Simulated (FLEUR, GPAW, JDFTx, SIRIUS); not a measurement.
## Ca: energy against volume and a worked fit

The structure is cubic, space group Fm-3m (No. 225). The conventional cell has a = 5.588 Å, b = 5.588 Å, c = 5.588 Å, α = 90.00°, β = 90.00°, γ = 90.00°. Around Ca (site symmetry m-3m) lie 12 Ca at 3.95 Å.

The cell was scaled at fixed shape and fractions and run with JDFTx, PseudoDojo-SR-PBE-0.5-standard with smoothed tails, cutoff 925 eV; RPBE, k mesh 8 × 8 × 8 on the cell of 1 atom, fermi-dirac occupations of 0.05 eV, no spin polarisation, no spin-orbit coupling. The potentials were made for PBE. Energies are those that the program minimises, any entropy of the smearing included. For a metal such a mesh isn't converged to the digits shown.

```tsv
V (Å³/atom)	energy over the lowest row (meV/atom)
41.0138	14.721
41.8865	7.913
42.7591	3.304
43.6317	?
44.5044	0.000
45.3770	1.019
46.2496	3.617
```

**Question.** Fit the third-order Birch-Murnaghan form, give V0, B0 and B′, and predict the energy left open.

**Answer.** With y = (V0/V)^(2/3), E = E0 + (9 V0 B0/16) [(y - 1)³ B′ + (y - 1)² (6 - 4y)]. Least squares through the rows shown give V0 = 44.4180 Å³/atom, E0 = -0.005 meV, B0 = 16.25 GPa (1 eV/Å³ = 160.218 GPa) and B′ = 3.08, with a largest miss of 0.004 meV. At V = 43.6317 the form with these constants gives 0.718 meV; the run gave 0.711 meV an atom. Other set-ups at this level, from all their volumes (Å³/atom, GPa): FLEUR, all-electron, FLAPW: V0 44.389, B0 16; GPAW, the program's PAW data sets (release 1.2.1) made for this functional: V0 44.633, B0 16.03; SIRIUS, all-electron FP-LAPW, apw+lo standard: V0 44.408, B0 16.13.
